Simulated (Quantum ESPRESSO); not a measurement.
A run of Quantum ESPRESSO 7.5:

File pw.in:

```
&CONTROL
  calculation = 'scf'
  prefix = 'pwscf'
  outdir = './tmp'
  pseudo_dir = './pseudo'
  tprnfor = .true.
  tstress = .true.
  disk_io = 'low'
/
&SYSTEM
  ibrav = 0
  nat = 4
  ntyp = 2
  ecutwfc = 60
  ecutrho = 480
  nbnd = 14
  input_dft = 'wc'
  occupations = 'smearing'
  smearing = 'fd'
  degauss = 0.00734986
  vdw_corr = 'grimme-d2'
/
&ELECTRONS
  conv_thr = 8d-10
  electron_maxstep = 120
  mixing_beta = 0.5
/
ATOMIC_SPECIES
B     10.8100 b_pbe_v1.4.uspp.F.UPF
N     14.0070 N.pbe-n-radius_5.UPF
CELL_PARAMETERS angstrom
   1.2511217800   -2.1670065000    0.0000000000
   2.5022435700    0.0000000000    0.0000000000
   1.2511217800   -0.7223355000    6.7458688100
ATOMIC_POSITIONS angstrom
B      2.5967869475   -1.3993103459    3.2670890250
B      1.2481546323   -2.0711007949    0.0157205727
N      3.8491626551   -2.1280758165    3.2984578547
N      1.0637482168   -0.9025325138    0.1463806985
K_POINTS automatic
12 12 4 0 0 0
```

pp_density.in

```
&INPUTPP
  prefix = 'pwscf'
  outdir = './tmp'
  filplot = 'density.dat'
  plot_num = 0
/
&PLOT
  nfile = 1
  filepp(1) = 'density.dat'
  iflag = 3
  output_format = 6
  fileout = 'density.cube'
/
```

File pp_potential.in:

```
&INPUTPP
  prefix = 'pwscf'
  outdir = './tmp'
  filplot = 'potential.dat'
  plot_num = 11
/
&PLOT
  nfile = 1
  filepp(1) = 'potential.dat'
  iflag = 3
  output_format = 6
  fileout = 'potential.cube'
/
```

The input pp_potential_ks.in:

```
&INPUTPP
  prefix = 'pwscf'
  outdir = './tmp'
  filplot = 'potential_ks.dat'
  plot_num = 1
/
&PLOT
  nfile = 1
  filepp(1) = 'potential_ks.dat'
  iflag = 3
  output_format = 6
  fileout = 'potential_ks.cube'
/
```

Potentials or basis: SSSP 1.3 efficiency PBE.

Command:

```bash
$ OMP_NUM_THREADS=1 pw.x -in pw.in > pw.out
$ OMP_NUM_THREADS=1 pp.x -in pp_density.in > pp_density.out
$ OMP_NUM_THREADS=1 pp.x -in pp_potential.in > pp_potential.out
$ OMP_NUM_THREADS=1 pp.x -in pp_potential_ks.in > pp_potential_ks.out
```

Hardware: 1 thread of Intel(R) Xeon(R) Platinum 8488C (Sapphire Rapids) (shared host).

Task: How long does it take, and how much memory?

Result: Run time: 3.4 min on 1 thread of Intel(R) Xeon(R) Platinum 8488C (Sapphire Rapids), with other jobs on the host, peak memory 0.33 GiB. Counts: scf iterations 11, k pools 1, bands 14, k points 612, g dense 43937.
